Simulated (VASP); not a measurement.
**From an Ansatz input to VASP: GaN (zincblende)**

Ansatz input

```yaml
crystal:
  lattice:
    - [0.0, 2.2489525471, 2.2489525471]
    - [2.2489525471, 0.0, 2.2489525471]
    - [2.2489525471, 2.2489525471, 0.0]
  atoms:
    - { symbol: Ga, position: [0.0, 0.0, 0.0] }
    - { symbol: "N", position: [0.25, 0.25, 0.25] }
kpoints:
  mp_grid: { grid: [10, 10, 10] }
  band_path:
    path:
      - [0.0, 0.0, 0.0]
      - [0.5, 0.0, 0.5]
      - [0.5, 0.25, 0.75]
      - [0.375, 0.375, 0.75]
      - [0.5, 0.5, 0.5]
      - [0.625, 0.25, 0.625]
    npoints: 1
hamiltonian:
  xc: pbesol
scf:
  occupations: { method: fixed }
  n_extra_bands: 4
output:
  forces: true
  stress: true
  eigenvalues: true
```

Which VASP files do the same job?



INCAR

```
LCHARG = .FALSE.
IBRION = -1
ENCUT = 520
LASPH = .TRUE.
GGA = PS
SIGMA = 0.01
LWAVE = .FALSE.
ISIF = 2
EDIFF = 1E-7
NSW = 0
NELM = 120
LREAL = .FALSE.
NBANDS = 16
ISMEAR = 0
PREC = Accurate
```

KPOINTS

```
KPOINTS created by Atomic Simulation Environment
0
Gamma
10 10 10
0 0 0
```

KPOINTS_OPT

```
special points
6
Reciprocal
0.0000000000 0.0000000000 0.0000000000 1
0.5000000000 0.0000000000 0.5000000000 1
0.5000000000 0.2500000000 0.7500000000 1
0.3750000000 0.3750000000 0.7500000000 1
0.5000000000 0.5000000000 0.5000000000 1
0.6250000000 0.2500000000 0.6250000000 1
```

POSCAR

```
Ga N
 1.0000000000000000
     0.0000000000000000    2.2489525470600347    2.2489525470600347
     2.2489525470600347    0.0000000000000000    2.2489525470600347
     2.2489525470600347    2.2489525470600347    0.0000000000000000
 Ga  N
   1   1
Cartesian
  0.0000000000000000 -0.0000000000000000 -0.0000000000000000
  1.1244762735300171  1.1244762735300171  1.1244762735300171
```

VASP ran with the recommended PBE PAW datasets (18 valence electrons in the cell). Other inputs would serve too.

```json
{"": "gap between bands v and c", "Ansatz": "1.70 eV", "VASP": "1.72 eV"}
{"": "least direct gap", "Ansatz": "1.70 eV", "VASP": "1.72 eV"}
{"": "pressure", "Ansatz": "0.0 GPa", "VASP": "-0.2 GPa"}
```

Each program uses its own PAW datasets. VASP's cell holds 18 valence electrons and Ansatz's 18. Ansatz's stress includes a Pulay correction; VASP's doesn't.
